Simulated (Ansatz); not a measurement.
Runs of Ansatz 0.2.0 on InAs. Symmetry: F-43m, No. 216, cubic system. The conventional cell has a = 6.036 Å, b = 6.036 Å, c = 6.036 Å, α = 90.00°, β = 90.00°, γ = 90.00°. In (site symmetry -43m) is surrounded by 4 As at 2.61 Å. Around As (site symmetry -43m) lie 4 In at 2.61 Å. 

| task | level | potentials or basis | spin | cell | k mesh | cutoff (eV) | smearing | gap on the mesh (eV) | pressure (GPa) | relaxed volume (Å³/atom) |
| --- | --- | --- | --- | --- | --- | --- | --- | --- | --- | --- |
| single point | LDA | all-electron LAPW, scalar-relativistic | off | as given | 8 × 8 × 8 | 283 | gaussian 0.02 eV | none | -0.3 | - |
| single point | PBEsol | all-electron LAPW, scalar-relativistic | off | as given | 8 × 8 × 8 | 283 | gaussian 0.05 eV | none | 1.5 | - |
| band structure | PBEsol | all-electron LAPW, scalar-relativistic | off | as given | 8 × 8 × 8 | 283 | fermi-dirac 0.05 eV | - | 1.5 | - |
| relaxation of cell and atoms | BLYP | all-electron LAPW, scalar-relativistic | off | relaxed | 8 × 8 × 8 | - | fermi-dirac 0.05 eV | - | 0.0 | 31.48 |
| phonons | LDA | all-electron LAPW, scalar-relativistic | off | as given | 6 × 6 × 6 | 306 | fermi-dirac 0.05 eV | none | - | - |
| band structure | LDA | all-electron LAPW, scalar-relativistic | off | as given | 8 × 8 × 8 | 283 | fermi-dirac 0.05 eV | - | -0.3 | - |
| relaxation of cell and atoms | RPBE+D3(BJ) | all-electron LAPW, scalar-relativistic | off | relaxed | 8 × 8 × 8 | - | fermi-dirac 0.05 eV | - | 0.0 | 25.72 |
| elastic constants | LDA | all-electron LAPW, scalar-relativistic | off | as given | 6 × 6 × 6 | 306 | fermi-dirac 0.05 eV | none | (a) | - |
| band structure | PBEsol | all-electron LAPW, relativistic spinors | SOC, no magnetisation | as given | 6 × 6 × 6 | 283 | fermi-dirac 0.05 eV | - | 1.5 | - |
| relaxation of cell and atoms | revPBE+D4 | all-electron LAPW, scalar-relativistic | off | relaxed | 8 × 8 × 8 | - | fermi-dirac 0.05 eV | - | 0.0 | 28.45 |

Alike in all rows: basis error allowed 0.001 eV/atom.

Estimate the missing entries.

(a) -0.2.

Caveats: this crystal is a semiconductor, whose small gap the functional closes, so the metal is an error of the method (some runs); the k mesh is thin for a metal, which can move the energy by tens of meV per atom (some runs); spin-orbit coupling is left out, which moves the levels of the heavy elements (some runs); a metal's response needs a denser mesh (some runs); the volume moved by +15 % from the deposited cell, more than functionals usually miss (some runs); elastic constants of metals need much finer meshes, so these are rough (some runs).

A k mesh can miss the band edges, and rows without SOC leave out spin-orbit coupling on As, In.

A gap of «none» marks a metal or a gap under the smearing width.

Runs at the PBE level aren't shown here.
